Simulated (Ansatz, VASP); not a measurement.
**Se: VASP beside Ansatz**

```
Se
1.0
     3.95346    0.00000    0.00000
    -1.97673    3.42380    0.00000
     0.00000    0.00000    5.12053
Se
3
Direct
  0.25435 0.00000 0.33333
  0.00000 0.25435 0.66667
  0.74565 0.74565 0.00000
```

Alike in both runs: task single point; functional LDA; k mesh 9 × 9 × 6; occupations fermi-dirac, width 0.01 eV; no spin polarisation.

|  | VASP | Ansatz |
| --- | --- | --- |
| version | VASP 6.6.1 | Ansatz 0.2.0 |
| potentials or method | VASP PAW LDA potentials, release 64 (Se) | plane waves (420 eV) with PAW, scalar-relativistic |
| plane-wave cutoff (eV) | 520 | 420 |
| valence electrons in the cell | 18 | 48 |

Ansatz gave:

- pressure (GPa): 0.0
- largest component of the traceless stress (GPa): 0.02

Q: What did VASP give for the same quantities?

A: Pressure (GPa): 0.2; largest component of the traceless stress (GPa): 0.09.

The two sets of potentials don't hold the same shells in valence. Ansatz warned: «pseudo_functional_mismatch».
